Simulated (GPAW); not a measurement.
Crystal: Hf.

```xyz
2
Lattice="3.1967 0.0000 0.0000 -1.5983 2.7684 0.0000 0.0000 0.0000 5.0578" Properties=species:S:1:pos:R:3 pbc="T T T"
Hf    1.5984    0.9228    3.7934
Hf    0.0000    1.8456    1.2645
```

Base run:

| Item | Value |
| --- | --- |
| Program | GPAW 26.7.0 |
| Functional | PBEsol |
| Potentials or basis | PAW data sets generated in the run's folder for this functional |
| Cutoff | 600 eV |
| Basis | pw |
| k mesh | 10 × 10 × 5 |
| Occupations | fermi-dirac, width 0.05 eV |
| Spin | no spin polarisation |

Its results: band gap on the k mesh none (metal or under the smearing width); pressure -3.5 GPa.

Task: After a change of settings the same cell gave: band gap on the k mesh none (metal or under the smearing width); pressure 3.5 GPa. Which change was it?
A. functional from PBEsol to BLYP
B. functional from PBEsol to TPSS; potentials or basis from PAW data sets generated in the run's folder for this functional to GPAW PAW data sets (gpaw-data 1.2.1)
C. functional from PBEsol to PW91
D. functional from PBEsol to SCAN; potentials or basis from PAW data sets generated in the run's folder for this functional to GPAW PAW data sets (gpaw-data 1.2.1)

Result: A.

BLYP binds less tightly than PBEsol, so the same cell stands under more pressure.

Runs at the PBE level aren't shown here.
